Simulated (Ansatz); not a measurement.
Take BaSnO3 in the cubic perovskite structure (space group Pm-3m, No. 221) as the base.

```yaml
crystal:
  lattice:
    - [4.12186, 0.00000, 0.00000]
    - [0.00000, 4.12186, 0.00000]
    - [0.00000, 0.00000, 4.12186]
  atoms:
    - { symbol: Ba, position: [0.00000, 0.00000, 0.00000] }
    - { symbol: Sn, position: [0.50000, 0.50000, 0.50000] }
    - { symbol: O, position: [0.00000, 0.50000, 0.50000] }
    - { symbol: O, position: [0.50000, 0.50000, 0.00000] }
    - { symbol: O, position: [0.50000, 0.00000, 0.50000] }
```

Cartesian axes are those of the cell as printed.

The values are results of Ansatz (a program for electronic structure) PBEsol, no spin-orbit coupling, not measurements.

For the base:

```
Property              Result
-------------------  -------
Smallest direct gap  1.34 eV
Band gap             0.86 eV
```

One thing is altered: the cell is stretched by 3.40 % along y with no lateral relaxation, atoms relaxed at fixed cell.

Q: What does the calculation give for the smallest direct gap, stress and band gap after the change?

A: The smallest direct gap decreases by 0.40 eV (1.34 eV → 0.94 eV); the stress (xx, yy, zz, yz, xz, xy; compression positive) amounts to (-2.59, -8.09, -2.59, 0.00, 0.00, 0.00) GPa; the band gap decreases by 0.42 eV, from 0.86 eV to 0.44 eV.

The cells carry an imposed strain or load. Stability against distortions was not tested.
